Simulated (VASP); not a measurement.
# CdS (Fm-3m) in VASP: a series of runs, part 2 of 2

VASP 6.6.1. Earlier steps stand in the parts before.

### 4 Dielectric tensor, PBEsol

File INCAR:

```
PREC = Accurate
ENCUT = 500
EDIFF = 1E-8
ISMEAR = 0
SIGMA = 0.01
LREAL = F
LASPH = T
NELM = 100
ALGO = Normal
ISIF = 2
LWAVE = F
LCHARG = F
GGA = PS
LEPSILON = T
```

File KPOINTS:

```
regular mesh
0
Gamma
  4 4 4
```

File POSCAR:

```
CdS
1.0
    0.0000000000      2.7532440000      2.7532440000
    2.7532440000      0.0000000000      2.7532440000
    2.7532440000      2.7532440000      0.0000000000
Cd S
1 1
Direct
    0.0000000000      0.0000000000      0.0000000000
    0.5000000000      0.5000000000      0.5000000000
```

Potentials or basis: VASP PAW PBE potentials, release 64 (Cd, S).

Started as:

```sh
> cat potpaw_PBE.64/Cd/POTCAR potpaw_PBE.64/S/POTCAR > POTCAR
> mpirun -np 1 vasp_std > vasp.out
```

OUTCAR:

```text
PREC = Accurate
   ENCUT = 500
   EDIFF = 1E-8
   ISMEAR = 0
   LREAL = F
   LASPH = T
   NELM = 100
   ISIF = 2
   GGA = PS
   LEPSILON = T

 Found      8 irreducible k-points:

 Following reciprocal coordinates:
            Coordinates               Weight
  0.000000  0.000000  0.000000      1.000000
  0.250000  0.000000  0.000000      8.000000
  0.500000  0.000000  0.000000      4.000000
  0.250000  0.250000  0.000000      6.000000
  0.500000  0.250000  0.000000     24.000000
 -0.250000  0.250000  0.000000     12.000000
   k-points           NKPTS =      8   k-points in BZ     NKDIM =      8   number of bands    NBANDS=     13
   number of dos      NEDOS =    301   number of ions     NIONS =      2
   total plane-waves  NPLWV =  21952
   dimension x,y,z NGX =    28 NGY =   28 NGZ =   28
   dimension x,y,z NGXF=    56 NGYF=   56 NGZF=   56
   ions per type =               1   1
[... 234 lines left out ...]
 MACROSCOPIC STATIC DIELECTRIC TENSOR (including local field effects in DFT)
 ------------------------------------------------------
          17.797241     0.000000     0.000000
           0.000000    17.797241     0.000000
           0.000000    -0.000000    17.797241
 ------------------------------------------------------

 PIEZOELECTRIC TENSOR (including local field effects)  for field in x, y, z        (e  Angst)
          XX          YY          ZZ          XY          YZ          ZX
  --------------------------------------------------------------------------------
  x     0.00000     0.00000     0.00000     0.00000     0.00000     0.00000
  y     0.00000     0.00000     0.00000     0.00000     0.00000     0.00000
  z     0.00000     0.00000     0.00000     0.00000     0.00000     0.00000

 PIEZOELECTRIC TENSOR (including local field effects)  for field in x, y, z        (C/m^2)
          XX          YY          ZZ          XY          YZ          ZX
  --------------------------------------------------------------------------------
  x     0.00000     0.00000     0.00000     0.00000     0.00000     0.00000
  y     0.00000     0.00000     0.00000     0.00000     0.00000     0.00000
  z     0.00000     0.00000     0.00000     0.00000     0.00000     0.00000

 BORN EFFECTIVE CHARGES (including local field effects) (in |e|, cummulative output)
 ---------------------------------------------------------------------------------
 ion    1
    1     3.88396     0.00000     0.00000
    2     0.00000     3.88396    -0.00000
    3    -0.00000     0.00000     3.88396
 ion    2
    1    -3.88396    -0.00000     0.00000
    2    -0.00000    -3.88396     0.00000
    3     0.00000     0.00000    -3.88396
```

It took 35 s on 1 thread of AMD EPYC 9R45 (Zen 5), shared host; peak memory 0.14 GiB.

The run converged, but some of its settings lie outside the range that counts as converged, so its numbers aren't taken as properties of the crystal.

What came out:

| Item | Value |
| --- | --- |
| Band gap on the k mesh | 0.08 eV, indirect (least direct gap 1.38 eV) |
| Electronic dielectric tensor (diagonal) | 17.80 |
| Born charges (mean of the diagonal) | Cd +3.88; S -3.88 e |

Caveat: the k mesh is coarse (spacing up to 0.49 Å⁻¹), so the values aren't converged; the gap is small at this level, which inflates the dielectric constant; the PAW data sets were made with another functional, which shifts forces and pressure a little.

### 5 Dielectric tensor, PBEsol

Edit INCAR of step 4 so:

```diff
@@ -1,3 +1,3 @@
 PREC = Accurate
-ENCUT = 500
+ENCUT = 600
 EDIFF = 1E-8
```

KPOINTS is that of step 4.

POSCAR is that of step 4.

Potentials or basis: VASP PAW PBE potentials, release 64 (Cd, S).

Started as:

```sh
> cat potpaw_PBE.64/Cd/POTCAR potpaw_PBE.64/S/POTCAR > POTCAR
> mpirun -np 1 vasp_std > vasp.out
```

OUTCAR:

```text
PREC = Accurate
   ENCUT = 600
   EDIFF = 1E-8
   ISMEAR = 0
   LREAL = F
   LASPH = T
   NELM = 100
   ISIF = 2
   GGA = PS
   LEPSILON = T

 Found      8 irreducible k-points:

 Following reciprocal coordinates:
            Coordinates               Weight
  0.000000  0.000000  0.000000      1.000000
  0.250000  0.000000  0.000000      8.000000
  0.500000  0.000000  0.000000      4.000000
  0.250000  0.250000  0.000000      6.000000
  0.500000  0.250000  0.000000     24.000000
 -0.250000  0.250000  0.000000     12.000000
   k-points           NKPTS =      8   k-points in BZ     NKDIM =      8   number of bands    NBANDS=     13
   number of dos      NEDOS =    301   number of ions     NIONS =      2
   total plane-waves  NPLWV =  32768
   dimension x,y,z NGX =    32 NGY =   32 NGZ =   32
   dimension x,y,z NGXF=    64 NGYF=   64 NGZF=   64
   ions per type =               1   1
   NGX,Y,Z   is equivalent  to a cutoff of  13.66, 13.66, 13.66 a.u.
   NGXF,Y,Z  is equivalent  to a cutoff of  27.33, 27.33, 27.33 a.u.
 SYSTEM =  unknown system
   PREC   = accura    normal or accurate (medium, high low for compatibility)
   ISTART =      0    job   : 0-new  1-cont  2-samecut
   ICHARG =      2    charge: 1-file 2-atom 10-const
   ISPIN  =      1    spin polarized calculation?
   LNONCOLLINEAR =      F non collinear calculations
   LSORBIT =      F    spin-orbit coupling
   LASPH  =      T    aspherical Exc in radial PAW
   ENCUT  =  600.0 eV  44.10 Ry    6.64 a.u.   7.78  7.78  7.78*2*pi/ulx,y,z
   NELM   =    100;   NELMIN=  2; NELMDL= -5     # of ELM steps
   EDIFF  = 0.1E-07   stopping-criterion for ELM
   LREAL  =      F    real-space projection
   EDIFFG = 0.1E-06   stopping-criterion for IOM
   NSW    =      0    number of steps for IOM
   IBRION =     -1    ionic relax: 0-MD 1-quasi-New 2-CG
   NFREE  =      0    steps in history (QN), initial steepest desc. (CG)
   ISIF   =      2    stress and relaxation
   ISYM   =      2    0-nonsym 1-usesym 2-fastsym
   POTIM  = 0.5000    time-step for ionic-motion
   TEBEG  =    0.0;   TEEND  =   0.0 temperature during run
   PSTRESS=    0.0 pullay stress
   NELECT =      18.0000    total number of electrons
   NUPDOWN=      -1.0000    fix difference up-down
   EMIN   =  10.00;   EMAX   =-10.00  energy-range for DOS
   EFERMI =   0.00;   METHOD = LEGACY
[... 169 lines left out ...]
 Free energy of the ion-electron system (eV)
  ---------------------------------------------------
  ---------------------------------------------------
  free energy    TOTEN  =        -2.03212269 eV

  energy without entropy =       -2.03212269

------------------------ aborting loop because EDIFF is reached ----------------------------------------

--------------------------------------- Ionic step        2  -------------------------------------------

------------------------ aborting loop because EDIFF is reached ----------------------------------------

--------------------------------------- Ionic step        3  -------------------------------------------

 Free energy of the ion-electron system (eV)
  ---------------------------------------------------
  ---------------------------------------------------
  free energy    TOTEN  =        -2.03211607 eV

  energy without entropy =       -2.03211607

------------------------ aborting loop because EDIFF is reached ----------------------------------------

 PIEZOELECTRIC TENSOR FIELD DIRECTION 3  (e Angst)
 -----------------------------------------------------------------------------
     0.00462  0.00000  0.00000           ( -0.00000  0.00000  0.00000)
     0.00000  0.00462 -0.00000           (  0.00000 -0.00000 -0.00000)
     0.00000 -0.00000 -0.00936           (  0.00000 -0.00000  0.00005)

 PIEZOELECTRIC TENSOR FIELD DIRECTION 3  (C/m^2)
 -----------------------------------------------------------------------------
     0.00177  0.00000  0.00000
     0.00000  0.00177 -0.00000
     0.00000 -0.00000 -0.00359

 MACROSCOPIC STATIC DIELECTRIC TENSOR (including local field effects in DFT)
 ------------------------------------------------------
          17.794023     0.000000     0.000000
           0.000000    17.794023     0.000000
          -0.000000     0.000000    17.794023
 ------------------------------------------------------

 PIEZOELECTRIC TENSOR (including local field effects)  for field in x, y, z        (e  Angst)
          XX          YY          ZZ          XY          YZ          ZX
  --------------------------------------------------------------------------------
  x     0.00000     0.00000     0.00000     0.00000     0.00000     0.00000
  y     0.00000     0.00000     0.00000     0.00000     0.00000     0.00000
  z     0.00000     0.00000     0.00000     0.00000     0.00000     0.00000

 PIEZOELECTRIC TENSOR (including local field effects)  for field in x, y, z        (C/m^2)
          XX          YY          ZZ          XY          YZ          ZX
  --------------------------------------------------------------------------------
  x     0.00000     0.00000     0.00000     0.00000     0.00000     0.00000
  y     0.00000     0.00000     0.00000     0.00000     0.00000     0.00000
  z     0.00000     0.00000     0.00000     0.00000     0.00000     0.00000

 BORN EFFECTIVE CHARGES (including local field effects) (in |e|, cummulative output)
 ---------------------------------------------------------------------------------
 ion    1
    1     3.88398     0.00000    -0.00000
    2     0.00000     3.88398     0.00000
    3    -0.00000    -0.00000     3.88398
 ion    2
    1    -3.88398     0.00000     0.00000
    2    -0.00000    -3.88398     0.00000
    3     0.00000     0.00000    -3.88398
```

Wall time 41 s (1 thread of AMD EPYC 9R45 (Zen 5), shared host); peak memory 0.17 GiB.

These settings aren't checked as converged: the numbers below hold their error.

What came out:

```
Band gap on the k mesh                  : 0.08 eV, indirect (least direct gap 1.38 eV)
Electronic dielectric tensor (diagonal) : 17.79
Born charges (mean of the diagonal)     : Cd +3.88; S -3.88 e
```

Caveat: the k mesh is coarse (spacing up to 0.49 Å⁻¹), so the values aren't converged; the gap is small at this level, which inflates the dielectric constant; the PAW data sets were made with another functional, which shifts forces and pressure a little.

### 6 For comparison

An earlier run on the cell as given: functional PBE; potentials or basis VASP PAW PBE potentials, release 64 (Cd, S); cutoff 520 eV; k mesh 8 × 8 × 8; occupations fermi-dirac, width 0.05 eV; no spin polarisation.

* Pressure: -0.1 GPa
* Band gap on the k mesh: 0.26 eV, indirect (least direct gap 1.53 eV)
